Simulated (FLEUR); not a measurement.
Here is a FLEUR MaX-R8.1 (later development tree) calculation.

Contents of inp.xml:

```xml
<?xml version="1.0" encoding="UTF-8" standalone="no"?>
<fleurInput fleurInputVersion="0.39">
   <comment>
      CdSe                                                                                                
   </comment>
   <calculationSetup>
      <cutoffs Kmax="4.58" Gmax="14.2" GmaxXC="14.2" numbands="0"/>
      <scfLoop itmax="60" minDistance="0.00001" maxIterBroyd="15" imix="Anderson" alpha="0.05" precondParam="0.0" spinf="2.0" sdNocoIR="T"/>
      <coreElectrons ctail="T" frcor="F" kcrel="0" coretail_lmax="0"/>
      <xcFunctional name="pw91" relativisticCorrections="F"/>
      <magnetism jspins="1"/>
      <soc l_soc="F" theta="0.0" phi="0.0" spav="F"/>
      <expertModes spex="0" secvar="F"/>
      <geometryOptimization l_f="F" forcealpha="1.0" forcemix="BFGS" epsdisp="0.00001" epsforce="0.00001"/>
      <ldaU l_linMix="F" mixParam="0.05" spinf="1.0"/>
   </calculationSetup>
   <cell>
      <bzIntegration valenceElectrons="36.0" mode="hist" fermiSmearingEnergy="0.00183747">
         <kPointListSelection listName="default-1"/>
         <!-- k-points included here -->
         <xi:include xmlns:xi="http://www.w3.org/2001/XInclude" href="kpts.xml"> </xi:include>
      </bzIntegration>
      <!-- symmetry operations included here -->
      <xi:include xmlns:xi="http://www.w3.org/2001/XInclude" href="sym.xml"> </xi:include>
      <bulkLattice scale="1.0">
         <bravaisMatrix>
            <row-1>    0.0000000000000000     5.8019716936013745     5.8019716936013745</row-1>
            <row-2>    5.8019716936013745     0.0000000000000000     5.8019716936013745</row-2>
            <row-3>    5.8019716936013745     5.8019716936013745     0.0000000000000000</row-3>
         </bravaisMatrix>
      </bulkLattice>
   </cell>
   <atomSpecies>
      <species name="Cadmium (Cd)" element="Cd" atomicNumber="48">
         <mtSphere radius="2.52" gridPoints="833" logIncrement="0.015"/>
         <atomicCutoffs lmax="10" lnonsphr="8"/>
         <electronConfig flipSpins="F">
            <coreConfig>(1s1/2) (2s1/2) (2p1/2) (2p3/2) (3s1/2) (3p1/2) (3p3/2) (3d3/2) (3d5/2)</coreConfig>
            <valenceConfig>(4s1/2) (4p1/2) (4p3/2) (5s1/2) (4d3/2) (4d5/2)</valenceConfig>
         </electronConfig>
         <energyParameters s="5" p="5" d="4" f="4"/>
         <lo type="SCLO" l="0" n="4" eDeriv="0"/>
         <lo type="SCLO" l="1" n="4" eDeriv="0"/>
         <lo type="SCLO" l="1" n="4" eDeriv="1"/>
         <lo type="SCLO" l="2" n="4" eDeriv="2"/>
         <lo type="SCLO" l="3" n="4" eDeriv="2"/>
      </species>
      <species name="Selenium (Se)" element="Se" atomicNumber="34">
         <mtSphere radius="2.14" gridPoints="707" logIncrement="0.018"/>
         <atomicCutoffs lmax="9" lnonsphr="7"/>
         <electronConfig flipSpins="F">
            <coreConfig>(1s1/2) (2s1/2) (2p1/2) (2p3/2) (3s1/2) (3p1/2) (3p3/2)</coreConfig>
            <valenceConfig>(3d3/2) (3d5/2) (4s1/2) (4p1/2) (4p3/2)</valenceConfig>
            <stateOccupation state="(4p1/2)" spinUp="0.666667" spinDown="0.666667"/>
            <stateOccupation state="(4p3/2)" spinUp="1.333333" spinDown="1.333333"/>
         </electronConfig>
         <energyParameters s="4" p="4" d="4" f="4"/>
         <lo type="SCLO" l="2" n="3" eDeriv="0"/>
         <lo type="SCLO" l="0" n="4" eDeriv="2"/>
         <lo type="SCLO" l="1" n="4" eDeriv="2"/>
         <lo type="SCLO" l="3" n="4" eDeriv="2"/>
      </species>
   </atomSpecies>
   <atomGroups>
      <atomGroup species="Cadmium (Cd)">
         <relPos label="                   1">.0000000000 .0000000000 .0000000000</relPos>
         <force calculate="T" relaxXYZ="TTT"/>
      </atomGroup>
      <atomGroup species="Selenium (Se)">
         <relPos label="                   2">1.000/4.000 1.000/4.000 1.000/4.000</relPos>
         <force calculate="T" relaxXYZ="TTT"/>
      </atomGroup>
   </atomGroups>
   <output dos="F" band="F" slice="F">
      <checks vchk="F" cdinf="F"/>
      <bandDOS minEnergy="-.5*Htr" maxEnergy="0.5*Htr" sigma="0.015" storeEVData="T"/>
      <vacuumDOS vacdos="F" integ="F" star="F" nstars="0" locx1="0.0" locy1="0.0" locx2="0.0" locy2="0.0" nstm="0" tworkf="0.0"/>
      <unfoldingBand unfoldBand="F" supercellX="1" supercellY="1" supercellZ="1"/>
      <plotting iplot="0" polar="F">
         <plot TwoD="T" vec1="  1.0  0.0  0.0" vec2="  0.0  1.0  0.0" vec3="  0.0  0.0  1.0" zero="  0.0  0.0  0.0" file="plot"/>
      </plotting>
      <chargeDensitySlicing numkpt="0" minEigenval="0.0" maxEigenval="0.0" nnne="0" pallst="F"/>
      <specialOutput eonly="F"/>
      <moessbauerParams electricFieldGradient="T" isomerShift="T" coreHyperfine="T" valenceHyperfine="T"/>
      <magneticCircularDichroism mcd="F" energyLo="-10.0" energyUp="0.0"/>
   </output>
  <!-- We include the file relax.xml here to enable relaxations (see documentation) -->
  <xi:include xmlns:xi="http://www.w3.org/2001/XInclude" href="relax.xml"> <xi:fallback/> </xi:include>
</fleurInput>
```

crystal.txt

```
CdSe
&input cartesian=F /
0.0000000000  3.0702711986  3.0702711986
3.0702711986  0.0000000000  3.0702711986
3.0702711986  3.0702711986  0.0000000000
1.8897261246
1.0 1.0 1.0

2
48 0.0000000000  0.0000000000  0.0000000000
34 0.2500000000  0.2500000000  0.2500000000

&kpt div1=8 div2=8 div3=8 gamma=T /
```

inp.xml (bands)

```
<?xml version="1.0" encoding="UTF-8" standalone="no"?>
<fleurInput fleurInputVersion="0.39">
   <comment>
      CdSe                                                                                                
   </comment>
   <calculationSetup>
      <cutoffs Kmax="4.58" Gmax="14.2" GmaxXC="14.2" numbands="0"/>
      <scfLoop itmax="60" minDistance="0.00001" maxIterBroyd="15" imix="Anderson" alpha="0.05" precondParam="0.0" spinf="2.0" sdNocoIR="T"/>
      <coreElectrons ctail="T" frcor="F" kcrel="0" coretail_lmax="0"/>
      <xcFunctional name="pw91" relativisticCorrections="F"/>
      <magnetism jspins="1"/>
      <soc l_soc="F" theta="0.0" phi="0.0" spav="F"/>
      <expertModes spex="0" secvar="F"/>
      <geometryOptimization l_f="F" forcealpha="1.0" forcemix="BFGS" epsdisp="0.00001" epsforce="0.00001"/>
      <ldaU l_linMix="F" mixParam="0.05" spinf="1.0"/>
   </calculationSetup>
   <cell>
      <bzIntegration valenceElectrons="36.0" mode="hist" fermiSmearingEnergy="0.00183747">
         <kPointListSelection listName="path-1"/>
         <!-- k-points included here -->
         <xi:include xmlns:xi="http://www.w3.org/2001/XInclude" href="kpts.xml"> </xi:include>
      </bzIntegration>
      <!-- symmetry operations included here -->
      <xi:include xmlns:xi="http://www.w3.org/2001/XInclude" href="sym.xml"> </xi:include>
      <bulkLattice scale="1.0">
         <bravaisMatrix>
            <row-1>    0.0000000000000000     5.8019716936013745     5.8019716936013745</row-1>
            <row-2>    5.8019716936013745     0.0000000000000000     5.8019716936013745</row-2>
            <row-3>    5.8019716936013745     5.8019716936013745     0.0000000000000000</row-3>
         </bravaisMatrix>
      </bulkLattice>
   </cell>
   <atomSpecies>
      <species name="Cadmium (Cd)" element="Cd" atomicNumber="48">
         <mtSphere radius="2.52" gridPoints="833" logIncrement="0.015"/>
         <atomicCutoffs lmax="10" lnonsphr="8"/>
         <electronConfig flipSpins="F">
            <coreConfig>(1s1/2) (2s1/2) (2p1/2) (2p3/2) (3s1/2) (3p1/2) (3p3/2) (3d3/2) (3d5/2)</coreConfig>
            <valenceConfig>(4s1/2) (4p1/2) (4p3/2) (5s1/2) (4d3/2) (4d5/2)</valenceConfig>
         </electronConfig>
         <energyParameters s="5" p="5" d="4" f="4"/>
         <lo type="SCLO" l="0" n="4" eDeriv="0"/>
         <lo type="SCLO" l="1" n="4" eDeriv="0"/>
         <lo type="SCLO" l="1" n="4" eDeriv="1"/>
         <lo type="SCLO" l="2" n="4" eDeriv="2"/>
         <lo type="SCLO" l="3" n="4" eDeriv="2"/>
      </species>
      <species name="Selenium (Se)" element="Se" atomicNumber="34">
         <mtSphere radius="2.14" gridPoints="707" logIncrement="0.018"/>
         <atomicCutoffs lmax="9" lnonsphr="7"/>
         <electronConfig flipSpins="F">
            <coreConfig>(1s1/2) (2s1/2) (2p1/2) (2p3/2) (3s1/2) (3p1/2) (3p3/2)</coreConfig>
            <valenceConfig>(3d3/2) (3d5/2) (4s1/2) (4p1/2) (4p3/2)</valenceConfig>
            <stateOccupation state="(4p1/2)" spinUp="0.666667" spinDown="0.666667"/>
            <stateOccupation state="(4p3/2)" spinUp="1.333333" spinDown="1.333333"/>
         </electronConfig>
         <energyParameters s="4" p="4" d="4" f="4"/>
         <lo type="SCLO" l="2" n="3" eDeriv="0"/>
         <lo type="SCLO" l="0" n="4" eDeriv="2"/>
         <lo type="SCLO" l="1" n="4" eDeriv="2"/>
         <lo type="SCLO" l="3" n="4" eDeriv="2"/>
      </species>
   </atomSpecies>
   <atomGroups>
      <atomGroup species="Cadmium (Cd)">
         <relPos label="                   1">.0000000000 .0000000000 .0000000000</relPos>
         <force calculate="T" relaxXYZ="TTT"/>
      </atomGroup>
      <atomGroup species="Selenium (Se)">
         <relPos label="                   2">1.000/4.000 1.000/4.000 1.000/4.000</relPos>
         <force calculate="T" relaxXYZ="TTT"/>
      </atomGroup>
   </atomGroups>
   <output dos="F" band="T" slice="F">
      <checks vchk="F" cdinf="F"/>
      <bandDOS minEnergy="-.5*Htr" maxEnergy="0.5*Htr" sigma="0.015" storeEVData="T"/>
      <vacuumDOS vacdos="F" integ="F" star="F" nstars="0" locx1="0.0" locy1="0.0" locx2="0.0" locy2="0.0" nstm="0" tworkf="0.0"/>
      <unfoldingBand unfoldBand="F" supercellX="1" supercellY="1" supercellZ="1"/>
      <plotting iplot="0" polar="F">
         <plot TwoD="T" vec1="  1.0  0.0  0.0" vec2="  0.0  1.0  0.0" vec3="  0.0  0.0  1.0" zero="  0.0  0.0  0.0" file="plot"/>
      </plotting>
      <chargeDensitySlicing numkpt="0" minEigenval="0.0" maxEigenval="0.0" nnne="0" pallst="F"/>
      <specialOutput eonly="F"/>
      <moessbauerParams electricFieldGradient="T" isomerShift="T" coreHyperfine="T" valenceHyperfine="T"/>
      <magneticCircularDichroism mcd="F" energyLo="-10.0" energyUp="0.0"/>
   </output>
  <!-- We include the file relax.xml here to enable relaxations (see documentation) -->
  <xi:include xmlns:xi="http://www.w3.org/2001/XInclude" href="relax.xml"> <xi:fallback/> </xi:include>
</fleurInput>
```

Potentials or basis: all-electron, FLAPW.

Command:

```console
$ inpgen -f crystal.txt -profile fastHighL
$ # inp.xml edited to the form shown
$ fleur_MPI
$ fleur_MPI   # second run, on inp.xml (bands)
```

Question: Estimate the band gap on the k mesh.

Answer: 0.51 eV, direct.

Question: Predict the band gap along the path.

Answer: 0.51 eV, direct.

Levels at the corners of the path, in eV from the valence-band top:
| point | band 14 | band 15 | band 16 | band 17 | band 18 | band 19 | band 20 | band 21 | band 22 | band 23 |
| --- | --- | --- | --- | --- | --- | --- | --- | --- | --- | --- |
| Γ | -7.51 | -7.51 | 0.00 | 0.00 | 0.00 | 0.51 | 5.94 | 5.94 | 5.94 | 9.66 |
| X | -7.46 | -7.18 | -3.95 | -1.75 | -1.75 | 3.19 | 3.72 | 8.93 | 10.03 | 10.03 |
| W | -7.50 | -7.06 | -3.85 | -2.12 | -2.08 | 4.88 | 5.21 | 6.40 | 7.61 | 10.31 |
| K | -7.48 | -7.10 | -3.88 | -2.39 | -1.43 | 3.70 | 5.08 | 8.18 | 8.51 | 8.56 |
| Γ | -7.51 | -7.51 | 0.00 | 0.00 | 0.00 | 0.51 | 5.94 | 5.94 | 5.94 | 9.66 |
| L | -7.49 | -7.24 | -4.22 | -0.71 | -0.71 | 2.33 | 6.45 | 6.45 | 7.30 | 9.93 |
| U | -7.48 | -7.10 | -3.88 | -2.39 | -1.43 | 3.70 | 5.08 | 8.18 | 8.51 | 8.56 |
| W | -7.50 | -7.06 | -3.85 | -2.12 | -2.08 | 4.88 | 5.21 | 6.40 | 7.61 | 10.31 |
| L | -7.49 | -7.24 | -4.22 | -0.71 | -0.71 | 2.33 | 6.45 | 6.45 | 7.30 | 9.93 |
| K | -7.48 | -7.10 | -3.88 | -2.39 | -1.43 | 3.70 | 5.08 | 8.18 | 8.51 | 8.56 |
| U | -7.48 | -7.10 | -3.88 | -2.39 | -1.43 | 3.70 | 5.08 | 8.18 | 8.51 | 8.56 |
| X | -7.46 | -7.18 | -3.95 | -1.75 | -1.75 | 3.19 | 3.72 | 8.93 | 10.03 | 10.03 |
